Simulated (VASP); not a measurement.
Consider the following.

```xyz
6
Lattice="4.4654 0.0000 0.0000 0.0000 4.4654 0.0000 0.0000 0.0000 3.0950" Properties=species:S:1:pos:R:3 pbc="T T T"
Ru     0.0000     0.0000     0.0000
Ru     2.2327     2.2327     1.5475
O      1.3666     1.3666     0.0000
O      3.5993     0.8661     1.5475
O      0.8661     3.5993     1.5475
O      3.0988     3.0988     0.0000
```

Computed with PBEsol GGA, VASP's PBE PAW potentials (set 64) (plane waves; VASP 6.6.1). Settings: 520 eV cut-off, 8×8×11 Γ-centred mesh, tetrahedra with Blöchl corrections, potentials Ru_pv O.

The cores are frozen, which limits the accuracy of field gradients.

**Question.** Give the principal components of the electric field gradient (V/Å²) and the asymmetry η at each nucleus.

**Answer.** 
```tsv
atom	Vxx	Vyy	Vzz	η
Ru1	67.7	37.6	-105.3	0.29
Ru2	67.7	37.6	-105.3	0.29
O3	18.9	1.3	-20.2	0.87
O4	18.9	1.3	-20.2	0.87
O5	18.9	1.3	-20.2	0.87
O6	18.9	1.3	-20.2	0.87
```

The compound is RuO2 in the rutile structure. It was relaxed first.
